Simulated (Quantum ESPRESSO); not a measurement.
**HfO2 (Fm-3m): modes at Γ and the response to a field**

Aim: the zone-centre modes of HfO2 (Fm-3m).

Calculated with Quantum ESPRESSO 7.5; DFT PBEsol, scalar-relativistic, plane waves, PseudoDojo norm-conserving pseudopotentials.

## Step 1: The starting structure

The structure is cubic, space group Fm-3m (No. 225). Conventional cell: a = 5.115 Å, b = 5.115 Å, c = 5.115 Å, α = 90.00°, β = 90.00°, γ = 90.00°. Nearest to Hf lie 8 O at 2.21 Å. O has 4 Hf at 2.21 Å nearest. Farther neighbours and most contacts between anions are not listed.

## Step 2: A probe with smearing

A cheap run with smearing and empty bands tells whether the crystal has a gap, which decides between fixed occupations and smearing later on.

Input file probe.in:

```
&control
   calculation = 'scf'
   prefix = 'x'
   outdir = './tmp'
   pseudo_dir = './pseudo'
   tprnfor = .true.
   tstress = .true.
   verbosity = 'high'
/
&system
   ibrav = 2
   celldm(1) = 9.66594913
   nat = 3
   ntyp = 2
   ecutwfc = 92.0
   occupations = 'smearing'
   smearing = 'gaussian'
   degauss = 0.01
/
&electrons
   conv_thr = 1.0d-07
   mixing_beta = 0.7
   electron_maxstep = 100
/
ATOMIC_SPECIES
 Hf    178.4900  Hf.upf
 O      15.9990  O.upf
ATOMIC_POSITIONS crystal
 Hf     0.000000000   0.000000000   0.000000000
 O      0.750000000   0.750000000   0.750000000
 O      0.250000000   0.250000000   0.250000000
K_POINTS automatic
 6 6 6 0 0 0
```

Command:

```bash
$ OMP_NUM_THREADS=1 mpirun -n 4 pw.x -nk 4 -in probe.in > probe.out
```

Log:

```text
[banners, grids, parts of the stress and lines that vanish by symmetry left out]
Program PWSCF v.7.5
     bravais-lattice index     =            2
     lattice parameter (alat)  =       9.6659  a.u.
[...]
kinetic-energy cutoff     =      92.0000  Ry
     charge density cutoff     =     368.0000  Ry
     scf convergence threshold =      1.0E-07
[...]
Exchange-correlation= PBESOL
                           (   1   4  10   8   0   0   0)
[...]
48 Sym. Ops., with inversion, found
[...]
(     0          1          0      )
                  (     0          0          1      )
[...]
(  0.0000000  1.0000000  0.0000000 )
                  (  0.0000000  0.0000000  1.0000000 )
[...]
(     1          0         -1      )
                  (     0          0         -1      )
[...]
(     0          1         -1      )
                  (     0          1          0      )
[...]
( -1.0000000  0.0000000  0.0000000 )
                  (  0.0000000  1.0000000  0.0000000 )
[...]
number of k points=    16  Gaussian smearing, width (Ry)=  0.0100
[...]
End of self-consistent calculation
[...]
the Fermi energy is    13.9972 ev
!    total energy              =    -179.15475576 Ry
[...]
convergence has been achieved in  10 iterations
[...]
atom    1 type  1   force =    -0.00000000   -0.00000000    0.00000000
     atom    2 type  2   force =     0.00000000    0.00000000    0.00000000
     atom    3 type  2   force =     0.00000000    0.00000000    0.00000000
[...]
Total force =     0.000000     Total SCF correction =     0.000000
[...]
total   stress  (Ry/bohr**3)                   (kbar)     P=     -131.65
[...]
XML data file, charge density, pseudopotentials, collected wavefunctions

   JOB DONE.
```

The job ended after 6.3 s (4 MPI ranks of Arm Neoverse V1, shared host).

Numbers from this step:

* volume per atom: 11.15 Å³
* pressure: -13.17 GPa
* gap on the k-mesh: 3.641 eV

A gap of 3.6 eV opens on this mesh, so the crystal is taken as an insulator; the start stands at -13 GPa.

## Step 3: Relaxation

The relaxation runs at a cutoff a fifth above that of the response, since stress converges more slowly with the basis than frequencies do. Forces and stress are brought to rest with tight thresholds.

Input file relax.in:

```
&control
   calculation = 'vc-relax'
   prefix = 'x'
   outdir = './tmp'
   pseudo_dir = './pseudo'
   tprnfor = .true.
   tstress = .true.
   forc_conv_thr = 2.0d-05
   etot_conv_thr = 1.0d-07
   nstep = 40
/
&system
   ibrav = 2
   celldm(1) = 9.66594913
   nat = 3
   ntyp = 2
   ecutwfc = 110
   occupations = 'fixed'
   nbnd = 14
/
&electrons
   conv_thr = 1.0d-11
   mixing_beta = 0.7
   electron_maxstep = 100
/
&ions
/
&cell
   press_conv_thr = 0.2
/
ATOMIC_SPECIES
 Hf    178.4900  Hf.upf
 O      15.9990  O.upf
ATOMIC_POSITIONS crystal
 Hf     0.000000000   0.000000000   0.000000000
 O      0.750000000   0.750000000   0.750000000
 O      0.250000000   0.250000000   0.250000000
K_POINTS automatic
 8 8 8 0 0 0
```

Command:

```bash
$ OMP_NUM_THREADS=1 mpirun -n 4 pw.x -nk 4 -in relax.in > relax.out
```

Log:

```text
[banners, grids, parts of the stress and lines that vanish by symmetry left out]
[banner, memory and clock lines left out]
Program PWSCF v.7.5

[...]
kinetic-energy cutoff     =     110.0000  Ry
     charge density cutoff     =     440.0000  Ry
     scf convergence threshold =      1.0E-11
[...]
energy convergence thresh.=      1.0E-07
     force convergence thresh. =      2.0E-05
     press convergence thresh. =      2.0E-01
     Exchange-correlation= PBESOL
                           (   1   4  10   8   0   0   0)
[...]
48 Sym. Ops., with inversion, found
[...]
number of k points=    29
[...]
End of self-consistent calculation
[...]
highest occupied, lowest unoccupied level (ev):    11.7841   15.4252
!    total energy              =    -179.15478285 Ry
[...]
convergence has been achieved in  22 iterations
[...]
atom    1 type  1   force =     0.00000000    0.00000000   -0.00000000
     atom    2 type  2   force =     0.00000000   -0.00000000    0.00000000
     atom    3 type  2   force =    -0.00000000    0.00000000    0.00000000
     Total force =     0.000000     Total SCF correction =     0.000000
[...]
total   stress  (Ry/bohr**3)                   (kbar)     P=     -131.76
[...]
number of bfgs steps    =   0
[...]
CELL_PARAMETERS (alat=  9.66594913)
[...]
ATOMIC_POSITIONS (crystal)
Hf              -0.0000000000        0.0000000000        0.0000000000
O                0.7500000000        0.7500000000        0.7500000000
O                0.2500000000        0.2500000000        0.2500000000
[...]
New effective cutoffs (rho, wfc):  459.81  115.09
[...]
End of self-consistent calculation
[...]
highest occupied, lowest unoccupied level (ev):    12.9179   16.7323
!    total energy              =    -179.16016452 Ry
[...]
convergence has been achieved in  10 iterations
[...]
atom    1 type  1   force =    -0.00000000    0.00000000    0.00000000
     atom    2 type  2   force =    -0.00000000   -0.00000000   -0.00000000
     atom    3 type  2   force =    -0.00000000   -0.00000000    0.00000000
     Total force =     0.000000     Total SCF correction =     0.000000
[...]
total   stress  (Ry/bohr**3)                   (kbar)     P=       35.07
[...]
number of bfgs steps    =   1
[...]
CELL_PARAMETERS (alat=  9.66594913)
[...]
ATOMIC_POSITIONS (crystal)
Hf               0.0000000000        0.0000000000        0.0000000000
[...]
New effective cutoffs (rho, wfc):  455.56  114.03
[...]
End of self-consistent calculation
[...]
highest occupied, lowest unoccupied level (ev):    12.6802   16.4594
!    total energy              =    -179.16048021 Ry
[...]
convergence has been achieved in  10 iterations
[...]
atom    1 type  1   force =     0.00000000    0.00000000    0.00000000
     atom    2 type  2   force =     0.00000000    0.00000000    0.00000000
     atom    3 type  2   force =    -0.00000000   -0.00000000   -0.00000000
     Total force =     0.000000     Total SCF correction =     0.000000
[...]
total   stress  (Ry/bohr**3)                   (kbar)     P=       -3.16
[...]
number of bfgs steps    =   2
[...]
CELL_PARAMETERS (alat=  9.66594913)
[...]
ATOMIC_POSITIONS (crystal)
[...]
New effective cutoffs (rho, wfc):  455.91  114.12
[...]
End of self-consistent calculation
[...]
highest occupied, lowest unoccupied level (ev):    12.6998   16.4819
!    total energy              =    -179.16048291 Ry
[...]
convergence has been achieved in   6 iterations
[...]
atom    1 type  1   force =     0.00000000    0.00000000    0.00000000
     atom    2 type  2   force =    -0.00000000   -0.00000000    0.00000000
     atom    3 type  2   force =     0.00000000    0.00000000   -0.00000000
     Total force =     0.000000     Total SCF correction =     0.000000
[...]
total   stress  (Ry/bohr**3)                   (kbar)     P=       -0.07
[...]
number of bfgs steps    =   3
[...]
small trust_radius: resetting bfgs history
[...]
CELL_PARAMETERS (alat=  9.66594913)
[...]
ATOMIC_POSITIONS (crystal)
[...]
New effective cutoffs (rho, wfc):  455.92  114.12
[...]
End of self-consistent calculation
[...]
highest occupied, lowest unoccupied level (ev):    12.7004   16.4826
!    total energy              =    -179.16048291 Ry
[...]
convergence has been achieved in   4 iterations
[...]
atom    1 type  1   force =     0.00000000    0.00000000   -0.00000000
     atom    2 type  2   force =    -0.00000000   -0.00000000    0.00000000
     atom    3 type  2   force =     0.00000000   -0.00000000   -0.00000000
     Total force =     0.000000     Total SCF correction =     0.000000
[...]
total   stress  (Ry/bohr**3)                   (kbar)     P=        0.02
[...]
bfgs converged in   5 scf cycles and   4 bfgs steps
[...]
End of BFGS Geometry Optimization
     Final enthalpy           =    -179.1604829144 Ry
     File ./tmp/x.bfgs deleted, as requested
[...]
CELL_PARAMETERS (alat=  9.66594913)
[...]
ATOMIC_POSITIONS (crystal)
[...]
O                0.7500000000        0.7500000000        0.7500000000
O                0.2500000000        0.2500000000        0.2500000000
[...]
Final scf calculation at the relaxed structure.
[...]
kinetic-energy cutoff     =     110.0000  Ry
     charge density cutoff     =     440.0000  Ry
     scf convergence threshold =      1.0E-13
[...]
press convergence thresh. =      2.0E-01
     Exchange-correlation= PBESOL
                           (   1   4  10   8   0   0   0)
[...]
48 Sym. Ops., with inversion, found
[...]
number of k points=    29
[...]
End of self-consistent calculation
[...]
highest occupied, lowest unoccupied level (ev):    12.7004   16.4826
!    total energy              =    -179.16048025 Ry
[...]
convergence has been achieved in  18 iterations
[...]
atom    1 type  1   force =    -0.00000000    0.00000000   -0.00000000
     atom    2 type  2   force =     0.00000000    0.00000000   -0.00000000
     atom    3 type  2   force =     0.00000000   -0.00000000    0.00000000
     Total force =     0.000000     Total SCF correction =     0.000000
[...]
total   stress  (Ry/bohr**3)                   (kbar)     P=        0.03
[...]
XML data file, charge density, pseudopotentials, collected wavefunctions
```

The job ended after 77 s (4 MPI ranks; 5.1 min of CPU time).

The steps of the relaxation:

| step | energy less that of the first step (eV) | largest force (eV/Å) | pressure (GPa) | volume (Å³) |
| --- | --- | --- | --- | --- |
| 1 | 0.0000 | 0.0000 | -13.18 | 33.46 |
| 2 | -0.0732 | 0.0000 | 3.51 | 31.26 |
| 3 | -0.0775 | 0.0000 | -0.32 | 31.70 |
| 4 | -0.0776 | 0.0000 | -0.01 | 31.66 |
| 5 | -0.0776 | 0.0000 | 0.00 | 31.66 |
| 6 | -0.0775 | 0.0000 | 0.00 | 31.66 |

```csv
"conventional cell, symmetrised",before,after,change
a (Å),5.115,5.022,-1.8 %
b (Å),5.115,5.022,-1.8 %
c (Å),5.115,5.022,-1.8 %
volume (Å³/atom),11.15,10.55,-5.4 %
```

Final coordinates:

```xyz
3
Lattice="-2.5109 0.0000 2.5109 0.0000 2.5109 2.5109 -2.5109 2.5109 0.0000" Properties=species:S:1:pos:R:3 pbc="T T T"
Hf    0.0000    0.0000    0.0000
O    -3.7663    3.7663    3.7663
O    -1.2554    1.2554    1.2554
```

The last row of the table of steps is pw.x's closing run on a basis chosen anew for the final cell, so its energy can jump.

This step gave:

```yaml
volume_per_atom: 10.55 Å³
pressure: 0.003000 GPa
gap_on_the_k_mesh: 3.782 eV
```

The volume changes by -5.4 % from the cell with which this run began.

## Step 4: Self-consistent run for the response

Perturbation theory inherits every error of the wavefunctions, so the threshold is set near the limit of the arithmetic. With a gap, occupations are fixed, which also allows the response to an electric field.

Input file scf.in:

```
&control
   calculation = 'scf'
   prefix = 'x'
   outdir = './tmp'
   pseudo_dir = './pseudo'
   tprnfor = .true.
   tstress = .true.
/
&system
   ibrav = 2
   celldm(1) = 9.48964512
   nat = 3
   ntyp = 2
   ecutwfc = 92.0
   occupations = 'fixed'
   nbnd = 14
/
&electrons
   conv_thr = 1.0d-12
   mixing_beta = 0.7
   electron_maxstep = 100
/
ATOMIC_SPECIES
 Hf    178.4900  Hf.upf
 O      15.9990  O.upf
ATOMIC_POSITIONS crystal
 Hf     0.000000000   0.000000000   0.000000000
 O      0.750000000   0.750000000   0.750000000
 O      0.250000000   0.250000000   0.250000000
K_POINTS automatic
 8 8 8 0 0 0
```

Command:

```bash
$ OMP_NUM_THREADS=1 mpirun -n 4 pw.x -nk 4 -in scf.in > scf.out
```

Log:

```text
[banners, grids, parts of the stress and lines that vanish by symmetry left out]
[banner, memory and clock lines left out]
Program PWSCF v.7.5

[...]
kinetic-energy cutoff     =      92.0000  Ry
     charge density cutoff     =     368.0000  Ry
     scf convergence threshold =      1.0E-12
[...]
Exchange-correlation= PBESOL
                           (   1   4  10   8   0   0   0)
[...]
48 Sym. Ops., with inversion, found
[...]
number of k points=    29
[...]
End of self-consistent calculation
[...]
highest occupied, lowest unoccupied level (ev):    12.7004   16.4826
!    total energy              =    -179.16045398 Ry
[...]
convergence has been achieved in  23 iterations
[...]
atom    1 type  1   force =     0.00000000    0.00000000    0.00000000
     atom    2 type  2   force =     0.00000000    0.00000000    0.00000000
     atom    3 type  2   force =     0.00000000    0.00000000    0.00000000
     Total force =     0.000000     Total SCF correction =     0.000000
[...]
total   stress  (Ry/bohr**3)                   (kbar)     P=       -0.01
[...]
XML data file, charge density, pseudopotentials, collected wavefunctions
```

Elapsed: 21 s, on 4 MPI ranks.

Numbers from this step:

| Quantity | Value |
| --- | --- |
| pressure | -0.001 GPa |

The cell stands at -0.001 GPa, close enough for phonons.

(Continued in part 2 of 4.)

[Host names and launcher messages were left out of these logs when they were recorded.]

[Logs are printed without paths, hosts, clocks, repeated set-up lines and the standing remarks that a program may print on its own settings, such as how far it seeks lower states.]

[Hosts, paths, dates, database ids (printed as entryN), source tags and the programs' standing remarks are cut or masked in the printed files.]
